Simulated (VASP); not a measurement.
# Ta (Im-3m) in VASP: single point with HSE06

Aim: the single point of Ta with HSE06.

Program: VASP 6.6.1. These are calculated values, not measurements. Logs are shortened: lines on timing, memory, paths and dates and some standing lists are left out, and cuts for length are marked.

### Step 1. The crystal as given

It takes space group Im-3m (No. 229, cubic). The conventional cell has a = 3.282 Å, b = 3.282 Å, c = 3.282 Å, α = 90.00°, β = 90.00°, γ = 90.00°. Around Ta (site symmetry m-3m) lie 8 Ta at 2.84 Å.

### Step 2. Single point, HSE06

The input, POSCAR:

```
Ta
1.0
   -1.6407700000      1.6407700000      1.6407700000
    1.6407700000     -1.6407700000      1.6407700000
    1.6407700000      1.6407700000     -1.6407700000
Ta
1
Direct
    0.0000000000      0.0000000000      0.0000000000
```

The input, INCAR.step1:

```
PREC = Accurate
ENCUT = 520
EDIFF = 1E-5
ISMEAR = 0
SIGMA = 0.1
LREAL = F
LASPH = T
NELM = 100
ALGO = Normal
ISIF = 2
LWAVE = T
LCHARG = F
NBANDS = 12
GGA = PE
```

The input, INCAR.step2:

```
PREC = Accurate
ENCUT = 520
EDIFF = 1E-7
ISMEAR = 0
SIGMA = 0.1
LREAL = F
LASPH = T
NELM = 100
ALGO = Normal
ISIF = 2
LWAVE = F
LCHARG = F
GGA = PE
LHFCALC = T
HFSCREEN = 0.2
PRECFOCK = Fast
NBANDS = 12
ISTART = 1
```

The input, KPOINTS:

```
regular mesh
0
Gamma
  8 8 8
```

Potentials or basis: VASP PAW PBE potentials, release 64 (Ta_pv).

The run is started by

```
$ cat potpaw_PBE.64/Ta_pv/POTCAR > POTCAR
$ cp INCAR.step1 INCAR
$ mpirun -np 1 vasp_std > vasp.out
$ cp INCAR.step2 INCAR
$ mpirun -np 1 vasp_std > vasp.out
```

OUTCAR:

```text
PREC = Accurate
   ENCUT = 520
   EDIFF = 1E-7
   ISMEAR = 0
   LREAL = F
   LASPH = T
   NELM = 100
   ISIF = 2
   GGA = PE
   LHFCALC = T
   HFSCREEN = 0.2
   PRECFOCK = Fast
   ISTART = 1

 ion  position               nearest neighbor table
   1  0.000  0.000  0.000-

  LATTYP: Found a body centered cubic cell.
 ALAT       =     3.2815400000

  Lattice vectors:

 A1 = (  -1.6407700000,   1.6407700000,   1.6407700000)
 A2 = (   1.6407700000,  -1.6407700000,   1.6407700000)
 A3 = (   1.6407700000,   1.6407700000,  -1.6407700000)

Analysis of symmetry for initial positions (statically):
=====================================================================
 Subroutine PRICEL returns:
 Original cell was already a primitive cell.

 Routine SETGRP: Setting up the symmetry group for a
 body centered cubic supercell.

 Subroutine GETGRP returns: Found 48 space group operations
 (whereof 48 operations were pure point group operations)
 out of a pool of 48 trial point group operations.

The static configuration has the point symmetry O_h .

Analysis of symmetry for dynamics (positions and initial velocities):
=====================================================================
 Subroutine PRICEL returns:
 Original cell was already a primitive cell.

 Routine SETGRP: Setting up the symmetry group for a
 body centered cubic supercell.

 Subroutine GETGRP returns: Found 48 space group operations
 (whereof 48 operations were pure point group operations)
 out of a pool of 48 trial point group operations.

The dynamic configuration has the point symmetry O_h .

 Subroutine INISYM returns: Found 48 space group operations
 (whereof 48 operations are pure point group operations),
 and found     1 'primitive' translations

----------------------------------------------------------------------------------------

                                     Primitive cell

  volume of cell :      17.6686

  direct lattice vectors                    reciprocal lattice vectors
    -1.640770000  1.640770000  1.640770000     0.000000000  0.304734972  0.304734972
     1.640770000 -1.640770000  1.640770000     0.304734972  0.000000000  0.304734972
     1.640770000  1.640770000 -1.640770000     0.304734972  0.304734972  0.000000000

[... 95 lines left out ...]
   EFERMI =   0.00;   METHOD = LEGACY
   ISMEAR =     0;   SIGMA  =   0.10  broadening in eV -4-tet -1-fermi 0-gaus
   EFERMI_NEDOS =   21; number of points for ismear=-14 and -15
   IALGO  =     38    algorithm
   IMIX   =      1    mixing-type and parameters
     AMIX     =   0.40;   BMIX     =  1.00
     AMIX_MAG =   1.60;   BMIX_MAG =  1.00
  volume/ion in A,a.u.               =      17.67       119.23
  Fermi-wavevector in a.u.,A,eV,Ry     =   1.397885  2.641619 26.586895  1.954082
  Thomas-Fermi vector in A             =   2.521097
   LORBIT       =      0    0 simple, 1 ext, 2 COOP (PROOUT), +10 PAW based schemes
   GGA     = PE    functional components
   LHFCALC =     T    Hartree Fock is set to
   PRECFOCK=fast      Normal, Fast or Accurate (Low or Medium for compatibility)
   ENCUT4O =  -1.0   cutoff for four orbital integrals eV
   NKREDX  =     1    reduce k-point grid by
   NKREDY  =     1    reduce k-point grid by
   NKREDZ  =     1    reduce k-point grid by
   AEXX    =    0.2500 exact exchange contribution
   HFSCREEN=    0.2000 screening length (either q_TF or 0.3 A-1)
   HFSCREENC=   0.2000 screening length for correlation (either q_TF or 0.3 A-1)
   ENCUTFOCK=  -1.0 apply spherical cutoff to Coloumb kernel
   IVDW    =     0    specifies the selected vdW correction
   LEPSILON=     F    determine dielectric tensor
   LRPA    =     F    only Hartree local field effects (RPA)
 non-spin polarized calculation
 Gauss-broadening in eV      SIGMA  =   0.10
  energy-cutoff  :      520.00
  volume of cell :       17.67
 maximum number of plane-waves:       490
 NGX is ok and might be reduce to    24
  NGX = 14; NGY = 14; NGZ = 14

 number of electron      11.0000002 magnetization

 Free energy of the ion-electron system (eV)
  ---------------------------------------------------
  ext. energy  EPLUGINS =         0.00000000
  ---------------------------------------------------
  free energy    TOTEN  =       -13.53788996 eV

  energy without entropy =      -13.53421060  energy(sigma->0) =      -13.53605028

 E-fermi :   5.4641     XC(G=0): -10.3728

 val. band max:        5.4616897349   @ k =   0.5000   0.5000   0.1250
 cond. band min:       5.5839784987   @ k =   0.3750   0.1250   0.1250
 fundamental gap:      0.1222887638
 Fermi energy:         5.4641132743

 k-point     1 :       0.0000    0.0000    0.0000
  band No.  band energies     occupation
      1     -29.8812      2.00000
      2     -29.8812      2.00000
      3     -29.8812      2.00000
      4      -3.6377      2.00000
      5       6.5618      0.00000
      6       6.5618      0.00000
      7       6.5618      0.00000
      8      10.3599      0.00000
      9      10.3599      0.00000
     10      21.5107      0.00000
     11      21.5107      0.00000
     12      22.3267      0.00000
[... 331 lines left out ...]
 k-point    24 :      -0.3750    0.3750    0.2500
  band No.  band energies     occupation
      1     -30.9338      2.00000
      2     -30.5165      2.00000
      3     -30.3956      2.00000
      4       2.0940      2.00000
      5       3.1073      2.00000
      6       6.9920      0.00000
      7       7.8405      0.00000
      8      11.7641      0.00000
      9      11.9116      0.00000
     10      20.9242      0.00000
     11      22.3302      0.00000
     12      23.3157      0.00000

 [... further k-points ...]

------------------------ aborting loop because EDIFF is reached ----------------------------------------

  FORCE on cell =-STRESS in cart. coord.  units (eV):
  Direction    XX          YY          ZZ          XY          YZ          ZX
  --------------------------------------------------------------------------------------
  -------------------------------------------------------------------------------------
  Total        0.0771201      0.0771201      0.0771201      0.0000000     -0.0000000      0.0000000
  in kB        6.9931821      6.9931821      6.9931821      0.0000000     -0.0000000      0.0000000
  external PRESSURE =       6.9931821 kB  Pullay stress =       0.0000000 kB

 VOLUME and BASIS-vectors are now :
 -----------------------------------------------------------------------------
  energy-cutoff  :      520.00
  volume of cell :       17.67
      direct lattice vectors                 reciprocal lattice vectors
    -1.640770000  1.640770000  1.640770000     0.000000000  0.304734972  0.304734972
     1.640770000 -1.640770000  1.640770000     0.304734972  0.000000000  0.304734972
     1.640770000  1.640770000 -1.640770000     0.304734972  0.304734972  0.000000000

 POSITION                                       TOTAL-FORCE (eV/Angst)
 -----------------------------------------------------------------------------------
      0.00000      0.00000      0.00000         0.000000      0.000000     -0.000000
 -----------------------------------------------------------------------------------
    total drift:                                0.000000     -0.000000     -0.000000

  FREE ENERGIE OF THE ION-ELECTRON SYSTEM (eV)
  ---------------------------------------------------
  free  energy   TOTEN  =       -13.5378899568 eV

  energy  without entropy=      -13.5342106031  energy(sigma->0) =      -13.53605028
```

OSZICAR.step1:

```text
N       E                     dE             d eps       ncg     rms          rms(c)
DAV:   1     0.581821146677E+02    0.58182E+02   -0.60732E+03   704   0.869E+02
DAV:   2    -0.112837806915E+02   -0.69466E+02   -0.67627E+02   772   0.242E+02
DAV:   3    -0.122540731067E+02   -0.97029E+00   -0.95905E+00   796   0.266E+01
DAV:   4    -0.122569635315E+02   -0.28904E-02   -0.28902E-02   796   0.157E+00
DAV:   5    -0.122569718769E+02   -0.83454E-05   -0.83453E-05   788   0.843E-02    0.141E+01
DAV:   6    -0.119303439956E+02    0.32663E+00   -0.26649E-01   812   0.553E+00    0.695E+00
DAV:   7    -0.118304472373E+02    0.99897E-01   -0.25189E-01   776   0.498E+00    0.376E-01
DAV:   8    -0.118292039381E+02    0.12433E-02   -0.41212E-03   764   0.700E-01    0.153E-01
DAV:   9    -0.118291274372E+02    0.76501E-04   -0.20027E-04   804   0.155E-01    0.272E-02
DAV:  10    -0.118291213648E+02    0.60723E-05   -0.56422E-06   464   0.267E-02
   1 F= -.11829121E+02 E0= -.11827438E+02  d E =-.336685E-02
```

It took 14 min on 1 thread of Intel Xeon 6975P-C (Granite Rapids), shared host; peak memory 0.25 GiB.

What came out:

```
Free energy            : -13.5379 eV
Pressure               : 0.7 GPa
Band gap on the k mesh : none (metal or under the smearing width)
```

Caveat: the PAW data sets were made with another functional, which shifts forces and pressure a little.
